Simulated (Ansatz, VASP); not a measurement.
Given: the input of a run of VASP 6.6.1 on Sb.

The input INCAR:

```
SYSTEM = Sb
  PREC = Accurate
  ENCUT = 520
  EDIFF = 1E-7
  ISMEAR = -1
  SIGMA = 0.05
  LREAL = .FALSE.
  LASPH = .TRUE.
  NELM = 60
  ALGO = Normal
  ISIF = 2
  LWAVE = .FALSE.
  LCHARG = .FALSE.
  GGA = PS
  NBANDS = 18
```

KPOINTS

```
Automatic mesh
0
G
  7 7 7
  0 0 0
```

POSCAR

```
Sb
1.0
   -3.9477424451      3.9477424451      1.9841386384
    3.9477424451     -3.9477424451      1.9841386384
    3.9477424451      3.9477424451     -1.9841386384
Sb
4
Direct
    0.6512630600      0.1512630600      0.8025261200
    0.1512630600      0.3487369400      0.5000000000
    0.3487369400      0.8487369400      0.1974738800
    0.8487369400      0.6512630600      0.5000000000
```

Potentials or basis: VASP PAW PBE potentials, release 64 (Sb).

The run is started by

```bash
$ cat potpaw_PBE.64/Sb/POTCAR > POTCAR
$ mpirun -np 1 vasp_std > vasp.out
```

Problem. Set up the same calculation for Ansatz 0.2.0. Potentials there: Ansatz PAW.

Solution. As run (the cutoff follows the program's own potentials):

input.yaml

```yaml
crystal:
  lattice:
    - [-3.9477424451, 3.9477424451, 1.9841386384]
    - [3.9477424451, -3.9477424451, 1.9841386384]
    - [3.9477424451, 3.9477424451, -1.9841386384]
  atoms:
    - { symbol: Sb, position: [0.65126306, 0.15126306, 0.80252612] }
    - { symbol: Sb, position: [0.15126306, 0.34873694, 0.5] }
    - { symbol: Sb, position: [0.34873694, 0.84873694, 0.19747388] }
    - { symbol: Sb, position: [0.84873694, 0.65126306, 0.5] }
hamiltonian:
  xc: pbesol
  pseudopotentials: { kind: paw }
kpoints:
  mp_grid: { grid: [7, 7, 7] }
scf:
  occupations: { method: fermi_dirac, width: 0.05 }
output:
  forces: true
  stress: true
  eigenvalues: true
```

Potentials or basis: Ansatz PAW.

The run is started by

```bash
$ ansatz run input.yaml --threads 1 --pin off --max-ram 3584MiB --backend cpu --events-out ev --progress --plain --runs-dir out
```

Both were run:

|  | VASP | Ansatz | Ansatz less VASP |
| --- | --- | --- | --- |
| gap on the k mesh at the Fermi level (eV) | none | none | - |
| pressure (GPa) | 2.9 | 2.8 | -0.12 |
| largest component of the traceless stress (GPa) | 1.00 | 0.96 | -0.041 |
| rms of the force components (eV/Å) | 0.030 | 0.035 | +0.0053 |

Atom by atom the forces differ by 0.005 eV/Å (rms over components). A gap of «none» marks a metal or a gap that the smearing closes. The two sets of potentials don't hold the same shells in valence.

Caveats: the PAW data sets were made with another functional, which shifts forces and pressure a little (VASP); the PAW data sets come from PBE, with cores solved anew for the run's functional, which leaves a small shift of forces and pressure (Ansatz). Spin-orbit coupling is left out, which matters for the levels of Sb.
